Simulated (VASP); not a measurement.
Al, 4 atoms in the cell. The cell holds a slab with vacuum, 4 atoms: a = 2.920 Å, b = 2.920 Å, c = 29.333 Å, α = 90.00°, β = 90.00°, γ = 120.00°. The cell was built by a generator and needn't be a form met in nature.

```yaml
Program: VASP 6.6.1
Task: single point
Functional: PBE
Potentials_or_basis: VASP PAW PBE potentials, release 64 (Al)
Cutoff: 520 eV
k_mesh: 21 × 21 × 1
Occupations: methfessel-paxton, width 0.1 eV
Spin: no spin polarisation
Dipole_correction: yes
Further_INCAR_settings: ALGO = Fast; EDIFF = 1e-07; NBANDS = 14
```

Potentials or basis: VASP PAW PBE potentials, release 64 (Al).

Command:

```console
$ cat potpaw_PBE.64/Al/POTCAR > POTCAR
$ mpirun -np 1 vasp_std > vasp.out
```

Hardware: 1 thread of Intel(R) Xeon(R) 6975P-C (Granite Rapids) (shared host).

Task: Estimate the wall time of this run.

Result: Run time: 4.5 min on 1 thread of Intel(R) Xeon(R) 6975P-C (Granite Rapids), on a shared host, peak memory 0.38 GiB. Counts: scf iterations 26, k points 48.
